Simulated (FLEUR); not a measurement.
**2 ML Co on Ag(111), hcp site, 3 substrate layers: parallel and opposed starts**

Wanted: the moments of 2 ML Co on Ag(111), hcp site, 3 substrate layers and the energy of each order that was tried.

Main program and level: FLEUR MaX-R8.1; LDA (VWN); all-electron FLAPW film, Dirac cores, scalar-relativistic bands.

Report form: the programs' logs are mostly left out.

### Step 1. Starting point

The cell holds 5 atoms: 3 Ag and 2 Co. Its edges and angles: a = 2.889 Å, b = 2.889 Å, c = 22.696 Å, α = 90.0°, β = 90.0°, γ = 120.0°. Pseudomorphic film on a typed substrate lattice, hard-sphere layer spacings, unrelaxed. Vacuum lies along c.

Structure file:

```xyz
5
Lattice="2.8889 0.0000 0.0000 -1.4444 2.5018 0.0000 0.0000 0.0000 22.6960" Properties=species:S:1:pos:R:3
Ag    0.0000    0.0000    7.0000
Ag    1.4444    0.8339    9.3588
Ag    0.0000    1.6679   11.7175
Co    1.4444    0.8339   13.8337
Co    0.0000    1.6679   15.6960
```

### Step 2. Run 1 (ferro ++)

The parallel start is the test of whether parallel moments hold.

inpgen writes inp.xml from crystal.txt; cutoffs, mixing, functional, smearing and local orbitals are then set in the file. The k list default-1 (kpts.xml, not shown) is a Γ-centred 12×12×1 mesh; where the ranks do not divide the number of points, some are split in two of half the weight.

Input file inp.xml:

```
<?xml version="1.0" encoding="UTF-8" standalone="no"?>
<fleurInput fleurInputVersion="0.39">
   <comment>
      Co2Ag3
   </comment>
   <calculationSetup>
      <cutoffs Kmax="3.66" Gmax="11.0" GmaxXC="11.0" numbands="0"/>
      <scfLoop itmax="120" minDistance="0.00002" maxIterBroyd="15" imix="Anderson" alpha="0.03" precondParam="0.0" spinf="2.0" sdNocoIR="T"/>
      <coreElectrons ctail="T" frcor="F" kcrel="0" coretail_lmax="0"/>
      <xcFunctional name="vwn" relativisticCorrections="F"/>
      <magnetism jspins="2"/>
      <soc l_soc="F" theta="0.0" phi="0.0" spav="F"/>
      <expertModes spex="0" secvar="F"/>
      <geometryOptimization l_f="F" forcealpha="1.0" forcemix="BFGS" epsdisp="0.00001" epsforce="0.00001"/>
      <ldaU l_linMix="F" mixParam="0.05" spinf="1.0"/>
   </calculationSetup>
   <cell>
      <bzIntegration valenceElectrons="85.0" mode="hist" fermiSmearingEnergy="0.00293995">
         <kPointListSelection listName="default-1"/>
         <xi:include xmlns:xi="http://www.w3.org/2001/XInclude" href="kpts.xml"> </xi:include>
      </bzIntegration>
      <xi:include xmlns:xi="http://www.w3.org/2001/XInclude" href="sym.xml"> </xi:include>
      <filmLattice scale="1.0" dVac="22.41" dTilda="24.91">
         <bravaisMatrixFilm>
            <row-1>    5.4592016751835271    -0.0000005234163420</row-1>
            <row-2>   -2.7296003842937093     4.7278075968099076</row-2>
         </bravaisMatrixFilm>
         <vacuumEnergyParameters vacuum="1" spinUp="-.25" spinDown="-.25"/>
         <vacuumEnergyParameters vacuum="2" spinUp="-.25" spinDown="-.25"/>
      </filmLattice>
   </cell>
   <atomSpecies>
      <species name="Silver (Ag)" element="Ag" atomicNumber="47">
         <mtSphere radius="2.59" gridPoints="857" logIncrement="0.015"/>
         <atomicCutoffs lmax="10" lnonsphr="8"/>
         <electronConfig flipSpins="F">
            <coreConfig>(1s1/2) (2s1/2) (2p1/2) (2p3/2) (3s1/2) (3p1/2) (3p3/2) (4s1/2) (3d3/2) (3d5/2)</coreConfig>
            <valenceConfig>(4p1/2) (4p3/2) (5s1/2) (4d3/2) (4d5/2)</valenceConfig>
            <stateOccupation state="(5s1/2)" spinUp="0.500000" spinDown="0.500000"/>
         </electronConfig>
         <energyParameters s="5" p="5" d="4" f="4"/>
         <lo type="SCLO" l="1" n="4" eDeriv="0"/>
      </species>
      <species name="Cobalt (Co2.001" element="Co" atomicNumber="27">
         <mtSphere radius="2.24" gridPoints="741" logIncrement="0.016"/>
         <atomicCutoffs lmax="8" lnonsphr="6"/>
         <electronConfig flipSpins="F">
            <coreConfig>(1s1/2) (2s1/2) (2p1/2) (2p3/2)</coreConfig>
            <valenceConfig>(3s1/2) (3p1/2) (3p3/2) (4s1/2) (3d3/2) (3d5/2)</valenceConfig>
            <stateOccupation state="(3d3/2)" spinUp="1.5005" spinDown="1.2995"/>
            <stateOccupation state="(3d5/2)" spinUp="3.0" spinDown="1.2"/>
         </electronConfig>
         <energyParameters s="4" p="4" d="3" f="4"/>
         <lo type="SCLO" l="0" n="3" eDeriv="0"/>
         <lo type="SCLO" l="1" n="3" eDeriv="0"/>
      </species>
   </atomSpecies>
   <atomGroups>
      <atomGroup species="Silver (Ag)">
         <filmPos label="                   1">.0000000000 .0000000000 -8.2164947851</filmPos>
         <force calculate="T" relaxXYZ="TTT"/>
      </atomGroup>
      <atomGroup species="Silver (Ag)">
         <filmPos label="                   2">-1.000/3.000 1.000/3.000 -3.7591080174</filmPos>
         <force calculate="T" relaxXYZ="TTT"/>
      </atomGroup>
      <atomGroup species="Silver (Ag)">
         <filmPos label="                   3">1.000/3.000 -1.000/3.000 .6983216395</filmPos>
         <force calculate="T" relaxXYZ="TTT"/>
      </atomGroup>
      <atomGroup species="Cobalt (Co2.001">
         <filmPos label="                   4">-1.000/3.000 1.000/3.000 4.6973088443</filmPos>
         <force calculate="T" relaxXYZ="TTT"/>
      </atomGroup>
      <atomGroup species="Cobalt (Co2.001">
         <filmPos label="                   5">1.000/3.000 -1.000/3.000 8.2164947851</filmPos>
         <force calculate="T" relaxXYZ="TTT"/>
      </atomGroup>
   </atomGroups>
   <output dos="F" band="F" slice="F">
      <bandDOS minEnergy="-.5*Htr" maxEnergy="0.5*Htr" sigma="0.015" storeEVData="T"/>
      <plotting iplot="0" polar="F">
         <plot TwoD="T" vec1="  1.0  0.0  0.0" vec2="  0.0  1.0  0.0" vec3="  0.0  0.0  1.0" zero="  0.0  0.0 -0.5" file="plot"/>
      </plotting>
      <moessbauerParams electricFieldGradient="F" isomerShift="F" coreHyperfine="F" valenceHyperfine="F"/>
   </output>
</fleurInput>
```

Input file crystal.txt:

```
Co2Ag3
&input film=T cartesian=F /
2.88888511627  -0.00000027698  0.00000000000
-1.44444231826  2.50184803780  0.00000000000
0.00000000000  0.00000000000  1.00000000000
1.8897261246
1.0 1.0 1.0

5
47 0.00000000000  0.00000000000  -8.21649478509
47 0.66666666667  0.33333333333  -3.75910801738
47 0.33333333333  0.66666666667  0.69832163952
27 0.66666666667  0.33333333333  4.69730884433 : 2.001
27 0.33333333333  0.66666666667  8.21649478509 : 2.001

&kpt div1=12 div2=12 div3=1 gamma=T /
```

Command:

```
> OMP_NUM_THREADS=1 inpgen -f crystal.txt > inpgen.log  # inp.xml is then edited as shown
> OMP_NUM_THREADS=1 mpirun -n 4 fleur_MPI > fleur.log
```

The job ended after 3.8 min (4 MPI ranks of Arm Neoverse V1, shared host; peak memory 0.51 GiB).

Spin moment in the muffin-tin sphere by atom:

```
atom  spin moment in the muffin-tin sphere (μB)
 Ag1                                       0.00
 Ag2                                      -0.01
 Ag3                                       0.01
 Co4                                       1.84
 Co5                                       1.92
```

Read from the output:

```
free energy                                                       : -509385.8902 eV
program's band gap on this mesh (in a metal only a level spacing) : 0.03525 eV
magnetization                                                     : 3.667 μB
final state                                                       : ferromagnetic
```

After 51 cycles the largest moment stands at 1.92 μB.

### Step 3. Start 2: antiferro +-

Reversing part of the moments tests the sign of the couplings between them.

Edit inp.xml of step 2 so:

```diff
@@ -56,2 +56,15 @@
       </species>
+      <species name="Cobalt (Co-2.001" element="Co" atomicNumber="27">
+         <mtSphere radius="2.24" gridPoints="741" logIncrement="0.016"/>
+         <atomicCutoffs lmax="8" lnonsphr="6"/>
+         <electronConfig flipSpins="F">
+            <coreConfig>(1s1/2) (2s1/2) (2p1/2) (2p3/2)</coreConfig>
+            <valenceConfig>(3s1/2) (3p1/2) (3p3/2) (4s1/2) (3d3/2) (3d5/2)</valenceConfig>
+            <stateOccupation state="(3d3/2)" spinUp="1.2995" spinDown="1.5005"/>
+            <stateOccupation state="(3d5/2)" spinUp="1.2" spinDown="3.0"/>
+         </electronConfig>
+         <energyParameters s="4" p="4" d="3" f="4"/>
+         <lo type="SCLO" l="0" n="3" eDeriv="0"/>
+         <lo type="SCLO" l="1" n="3" eDeriv="0"/>
+      </species>
    </atomSpecies>
@@ -74,3 +87,3 @@
       </atomGroup>
-      <atomGroup species="Cobalt (Co2.001">
+      <atomGroup species="Cobalt (Co-2.001">
          <filmPos label="                   5">1.000/3.000 -1.000/3.000 8.2164947851</filmPos>
```

Edit crystal.txt of step 2 so:

```diff
@@ -13,3 +13,3 @@
 27 0.66666666667  0.33333333333  4.69730884433 : 2.001
-27 0.33333333333  0.66666666667  8.21649478509 : 2.001
+27 0.33333333333  0.66666666667  8.21649478509 : -2.001
```

Run time: 8.9 min. Hardware: 4 MPI ranks; peak memory 0.51 GiB.

The run stopped without converging, so none of its numbers is a property of the system.

After 120 cycles the density distance stands at 8.4e-5 me/bohr³, above the threshold of 2e-05.

### Step 4. Run 3 (no spin polarisation)

Without spin polarisation no moment can form, so the difference from the other runs is what forming moments gains.

Edit inp.xml of step 3 so:

```diff
@@ -10,3 +10,3 @@
       <xcFunctional name="vwn" relativisticCorrections="F"/>
-      <magnetism jspins="2"/>
+      <magnetism jspins="1"/>
       <soc l_soc="F" theta="0.0" phi="0.0" spav="F"/>
@@ -43,3 +43,3 @@
       </species>
-      <species name="Cobalt (Co2.001" element="Co" atomicNumber="27">
+      <species name="Cobalt (Co)" element="Co" atomicNumber="27">
          <mtSphere radius="2.24" gridPoints="741" logIncrement="0.016"/>
@@ -49,17 +49,4 @@
             <valenceConfig>(3s1/2) (3p1/2) (3p3/2) (4s1/2) (3d3/2) (3d5/2)</valenceConfig>
-            <stateOccupation state="(3d3/2)" spinUp="1.5005" spinDown="1.2995"/>
-            <stateOccupation state="(3d5/2)" spinUp="3.0" spinDown="1.2"/>
-         </electronConfig>
-         <energyParameters s="4" p="4" d="3" f="4"/>
-         <lo type="SCLO" l="0" n="3" eDeriv="0"/>
-         <lo type="SCLO" l="1" n="3" eDeriv="0"/>
-      </species>
-      <species name="Cobalt (Co-2.001" element="Co" atomicNumber="27">
-         <mtSphere radius="2.24" gridPoints="741" logIncrement="0.016"/>
-         <atomicCutoffs lmax="8" lnonsphr="6"/>
-         <electronConfig flipSpins="F">
-            <coreConfig>(1s1/2) (2s1/2) (2p1/2) (2p3/2)</coreConfig>
-            <valenceConfig>(3s1/2) (3p1/2) (3p3/2) (4s1/2) (3d3/2) (3d5/2)</valenceConfig>
-            <stateOccupation state="(3d3/2)" spinUp="1.2995" spinDown="1.5005"/>
-            <stateOccupation state="(3d5/2)" spinUp="1.2" spinDown="3.0"/>
+            <stateOccupation state="(3d3/2)" spinUp="1.400000" spinDown="1.400000"/>
+            <stateOccupation state="(3d5/2)" spinUp="2.100000" spinDown="2.100000"/>
          </electronConfig>
@@ -83,3 +70,3 @@
       </atomGroup>
-      <atomGroup species="Cobalt (Co2.001">
+      <atomGroup species="Cobalt (Co)">
          <filmPos label="                   4">-1.000/3.000 1.000/3.000 4.6973088443</filmPos>
@@ -87,3 +74,3 @@
       </atomGroup>
-      <atomGroup species="Cobalt (Co-2.001">
+      <atomGroup species="Cobalt (Co)">
          <filmPos label="                   5">1.000/3.000 -1.000/3.000 8.2164947851</filmPos>
```

Edit crystal.txt of step 3 so:

```diff
@@ -12,4 +12,4 @@
 47 0.33333333333  0.66666666667  0.69832163952
-27 0.66666666667  0.33333333333  4.69730884433 : 2.001
-27 0.33333333333  0.66666666667  8.21649478509 : -2.001
+27 0.66666666667  0.33333333333  4.69730884433
+27 0.33333333333  0.66666666667  8.21649478509
```

Wall time 1.9 min (4 MPI ranks); peak memory 0.35 GiB.

Numbers from this step:

* free energy: -509385.1120 eV
* program's band gap on this mesh (in a metal only a level spacing): 0.01740 eV
* final state: non-magnetic (no spin polarisation)

It lies 389 meV a seeded atom over the first start.

### Step 5. Energies of the orders

Free energies are divided by the number of seeded atoms.

Orders:

```
               start    final state  typed order kept  energy over the lowest (meV a seeded atom)  largest sphere moment (μB)  net moment (μB a primitive cell)  mesh matched  CPU time (s)
            ferro ++  ferromagnetic               yes                                           0                       1.916                             3.666           yes         907.8
no spin polarisation   non-magnetic                 -                                       389.1                           0                                 0           yes         447.7
```

### Step 6. Spin–orbit coupling, moments along z

Spin–orbit coupling ties the spins to the lattice and lets orbital moments form.

A new self-consistent run of the start ferro ++, with the moments along z.

Edit inp.xml of step 2 so:

```diff
@@ -6,3 +6,3 @@
    <calculationSetup>
-      <cutoffs Kmax="3.66" Gmax="11.0" GmaxXC="11.0" numbands="0"/>
+      <cutoffs Kmax="3.66" Gmax="11.0" GmaxXC="11.0" numbands="185"/>
       <scfLoop itmax="120" minDistance="0.00002" maxIterBroyd="15" imix="Anderson" alpha="0.03" precondParam="0.0" spinf="2.0" sdNocoIR="T"/>
@@ -11,3 +11,3 @@
       <magnetism jspins="2"/>
-      <soc l_soc="F" theta="0.0" phi="0.0" spav="F"/>
+      <soc l_soc="T" theta="0.0" phi="0.0" spav="F"/>
       <expertModes spex="0" secvar="F"/>
```

Edit crystal.txt of step 2 so:

```diff
@@ -15,2 +15,3 @@
 
+&soc 0.0000000 0.0000000 /
 &kpt div1=12 div2=12 div3=1 gamma=T /
```

Elapsed: 20 min, on 4 MPI ranks; peak memory 0.97 GiB.

Spin moment in the muffin-tin sphere by atom:

```
atom  spin moment in the muffin-tin sphere (μB)
 Ag1                                       0.00
 Ag2                                      -0.01
 Ag3                                       0.01
 Co4                                       1.83
 Co5                                       1.91
```

Numbers from this step:

- free energy: -509386.3179 eV
- program's band gap on this mesh (in a metal only a level spacing): 0.002842 eV
- magnetization: 3.661 μB
- final state: ferromagnetic
- orbital moment along the spin: 0.1489 μB

Orbital moment in the sphere, along the spin axis by atom:

```
atom  orbital moment in the sphere, along the spin axis (μB)
 Ag1                                                   0.000
 Ag2                                                   0.000
 Ag3                                                   0.001
 Co4                                                   0.133
 Co5                                                   0.149
```

### Step 7. Summary of results

| Item | Value |
| --- | --- |
| lower run | with moments |
| largest site spin moment | 1.92 μB |
| next finished state | non-magnetic, 389 meV a seeded atom higher |
| energy gained by spin polarisation | 389 meV a seeded atom |
| orbital moment on the atom of largest spin, along its spin (spin–orbit run) | 0.149 μB |

No opposed order could be compared. The parallel start holds moments up to 1.92 μB. 1 start gave no converged result and is missing from the ranking; where cut off, the energy had nearly settled 263 meV a seeded atom over the lowest. The orbital moment is parallel to the spin, as Hund's third rule has it for a shell over half filled. No antiferromagnetic order was obtained, so the session says nothing on how the moments order. A substrate of 3 unrelaxed layers is a model; thickness and relaxation can move these numbers.

[Logs and program files are shortened in this print: banners, set-up blocks, solver, clock and traceback lines can be left out without a mark of their own.]

[Logs are printed without paths, hosts, clocks, repeated set-up lines and the standing remarks that a program may print on its own settings, such as how far it seeks lower states.]

[Hosts, paths, dates, database ids (printed as entryN), source tags and the programs' standing remarks are cut or masked in the printed files.]

[Where a cell is said to come from a database of computed structures, the database is the Materials Project.]
